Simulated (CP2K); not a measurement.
Crystal: Mo.

```
Mo
1.0
     2.74324    0.00000    0.00000
    -0.91441    2.58635    0.00000
    -0.91441   -1.29317    2.23984
Mo
1
Cartesian
  0.0000 0.0000 0.0000
```

Program: CP2K 2026.2. Alike in all runs: no spin polarisation; cell as given; k mesh 12 × 12 × 12.

Task: Order these runs on this cell by their pressure, lowest first.
A. level TASK; potentials or basis POTENTIAL_UZH Mo GTH-PBE-q14; TZVP-MOLOPT-PBE-GTH basis; smearing fermi-dirac 0.05 eV; EPS_DEFAULT 1.0E-9; NGRIDS 4; basis sets Mo TZVP-MOLOPT-PBE-GTH-q14; potentials Mo GTH-PBE-q14 of POTENTIAL_UZH
B. level LDA; potentials or basis GTH_POTENTIALS Mo GTH-PADE-q14; TZVP-MOLOPT-PBE-GTH basis; smearing fermi-dirac 0.0259 eV; EPS_DEFAULT 1.0E-9; NGRIDS 5; basis sets Mo TZVP-MOLOPT-PBE-GTH-q14; potentials Mo GTH-PADE-q14 of GTH_POTENTIALS; points a segment of the path (NPOINTS) 10
C. level PBE; potentials or basis POTENTIAL_UZH Mo GTH-PBE-q14; TZVP-MOLOPT-PBE-GTH basis; smearing fermi-dirac 0.0259 eV; EPS_DEFAULT 1.0E-9; NGRIDS 4; basis sets Mo TZVP-MOLOPT-PBE-GTH-q14; potentials Mo GTH-PBE-q14 of POTENTIAL_UZH; points a segment of the path (NPOINTS) 8
D. level PBEsol; potentials or basis POTENTIAL_UZH Mo GTH-PBE-q14; TZVP-MOLOPT-PBE-GTH basis; smearing fermi-dirac 0.05 eV; EPS_DEFAULT 1.0E-10; NGRIDS 4; basis sets Mo TZVP-MOLOPT-PBE-GTH-q14; potentials Mo GTH-PBE-q14 of POTENTIAL_UZH
E. level r2SCAN+D4; potentials or basis POTENTIAL_UZH Mo GTH-SCAN-q14; TZVP-MOLOPT-SCAN-GTH basis; smearing fermi-dirac 0.05 eV; EPS_DEFAULT 1.0E-9; NGRIDS 4; basis sets Mo TZVP-MOLOPT-SCAN-GTH-q14; potentials Mo GTH-SCAN-q14 of POTENTIAL_UZH

Result: B (-12.6 GPa), D (-7.0 GPa), E (-3.9 GPa), A (-1.8 GPa), C (0.1 GPa).

Caveats: the basis of atomic orbitals isn't converged, which shifts pressures, moduli and gaps; the potentials were made for another functional, which shifts forces and pressure (some runs); pairwise dispersion overbinds metals, which lowers pressure and volume (some runs).

Not every run made on this cell is shown here.
